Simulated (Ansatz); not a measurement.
# Effect of biaxial strain +4.59 %, plane normal [110], relaxed out of plane on ZrO2

The parent structure is ZrO₂ in the fluorite structure (space group Fm-3m, No. 225; a = 5.0893 Å). Axes: x, y, z lie along the cube axes.

One thing is altered: biaxial strain +4.59 %, plane normal [110], relaxed out of plane (Cartesian); in-plane vectors clamped, the third vector and the atoms free.

Computed with r2SCAN (Ansatz, a quantum-chemistry and plane-wave program; PAW; 500 eV plane waves; no spin-orbit coupling). Γ-centred 11×11×11 mesh, Fermi–Dirac width 0.05 eV.

- Volume per atom: 11.57 Å³ (base 10.99 Å³)
- Space group: Immm (No. 71) (base Fm-3m (No. 225))
- Shortest interatomic distance: 2.197 Å (base 2.204 Å)
- Energy relative to the base (free energy F): +55 meV/atom
- Pressure (mean of the normal stresses, compression positive): -11.15 GPa (base 0.00 GPa)
- Band gap: 3.34 eV (base 3.89 eV)
- Gap character: indirect, T → Γ
- Smallest direct gap: 3.74 eV (base 4.29 eV)
- Out-of-plane strain: -3.75 %
- Ratio −ε⊥/ε∥: 0.82
- Mean in-plane stress (compression positive): -16.7 GPa

Final structure (turned so that z lies along the plane normal):

```yaml
crystal:
  lattice:
    - [0.00000, 0.00000, -3.46387]
    - [-1.88194, 2.66147, -1.73193]
    - [1.88194, 2.66147, -1.73193]
  atoms:
    - { symbol: O, position: [0.24614, 0.25386, 0.25386] }
    - { symbol: O, position: [0.75386, 0.74614, 0.74614] }
    - { symbol: Zr, position: [0.00000, 0.00000, 0.00000] }
```

Cost of the whole job for the changed cell (relaxation, final SCF and bands): roughly 3 core-minutes.

A biaxial case was relaxed in a doubled cell and then solved in the primitive one. Stability against distortions was not tested. This is not the structure that ZrO2 has at room temperature and ambient pressure. Labels are those of the standard path for the cell's own space group.
